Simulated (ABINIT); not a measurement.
A run of ABINIT 10.8.3 (patched build):

Contents of run.abi:

```
# Datasets: ground state, then fixed potential
ndtset 2

# Pseudopotentials
pp_dirpath "./"
pseudos "Ta.GGA_PBE-JTH.xml, S.GGA_PBE-JTH.xml"

# Structure
acell 6.3305825175 6.3305825175 11.0737950903
rprim
     1.0000000000     0.0000000000     0.0000000000
    -0.5000000000     0.8660254038     0.0000000000
     0.0000000000     0.0000000000     1.0000000000
ntypat 2
znucl 73 16
natom 3
typat 1 2 2
xred
     0.0000000000     0.0000000000     0.0000000000
     0.6666666667     0.3333333333     0.7500000000
     0.3333333333     0.6666666667     0.2500000000

# Plane-wave basis
ecut 20.0
pawecutdg 40.0

# Exchange and correlation
ixc 15

# Bands and occupations
occopt 3
tsmear 0.05 eV

# SCF cycle
nstep 100

# Output
iomode 3
prtwf 0
prteig 0
prtebands 0
enunit 1
prtden1 1
prtvha1 1
prtvclmb1 1
prtpot1 1

# Dataset 1
kptopt1 1
ngkpt1 9 9 5
nshiftk1 1
shiftk1 0.0 0.0 0.0
nband1 17
tolvrs1 1.0e-9

# Dataset 2: bands along G-M-K-G-A-L-H-A
iscf2 -2
getden2 1
nband2 21
nbdbuf2 2
tolwfr2 1.0e-12
kptopt2 -7
ndivsm2 5
prteig2 1
kptbounds2
     0.0000000000     0.0000000000     0.0000000000
     0.5000000000     0.0000000000     0.0000000000
     0.3333333333     0.3333333333     0.0000000000
     0.0000000000     0.0000000000     0.0000000000
     0.0000000000     0.0000000000     0.5000000000
     0.5000000000     0.0000000000     0.5000000000
     0.3333333333     0.3333333333     0.5000000000
     0.0000000000     0.0000000000     0.5000000000
```

Potentials or basis: JTH PAW PBE v2.0.

The run is started by

```bash
$ abinit run.abi > log 2>&1
```

Hardware: 1 thread of Arm Neoverse V2 (shared host).

Question: Estimate the wall time of this run.

Answer: It took 87 s on 1 thread of Arm Neoverse V2, on a shared host, peak memory 0.16 GiB. Counts: scf iterations 15, k points 50, bands 17, plane waves 1655.
